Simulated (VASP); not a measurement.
Crystal: CdTe.

```
CELL_PARAMETERS angstrom
0.00000 3.20500 3.20500
3.20500 0.00000 3.20500
3.20500 3.20500 0.00000
ATOMIC_POSITIONS crystal
Cd 0.00000 0.00000 0.00000
Te 0.25000 0.25000 0.25000
```

Base run:

| Quantity | Value |
| --- | --- |
| Program | VASP 6.6.1 |
| Functional | PBEsol |
| Potentials or basis | VASP PAW PBE potentials, release 64 (Cd, Te) |
| Cutoff | 520 eV |
| k mesh | 6 × 6 × 6 |
| Occupations | fermi-dirac, width 0.02 eV |
| Spin | no spin polarisation |

Its results: band gap on the k mesh 0.76 eV, direct; pressure 1.9 GPa.

Q: After a change of settings the same cell gave: band gap on the k mesh 0.87 eV, direct; pressure 4.4 GPa. Which change was it?
A. functional from PBEsol to PBE
B. functional from PBEsol to LDA; potentials or basis from VASP PAW PBE potentials, release 64 (Cd, Te) to VASP PAW LDA potentials, release 64 (Cd, Te)
C. functional from PBEsol to HSE06; k mesh from 6 × 6 × 6 to 5 × 5 × 5
D. functional from PBEsol to r2SCAN

A: A.

PBE binds less tightly than PBEsol, so the same cell stands under more pressure.

Caveats: spin-orbit coupling is left out, which moves the levels of the heavy elements; the PAW data sets were made with another functional, which shifts forces and pressure a little (some runs).
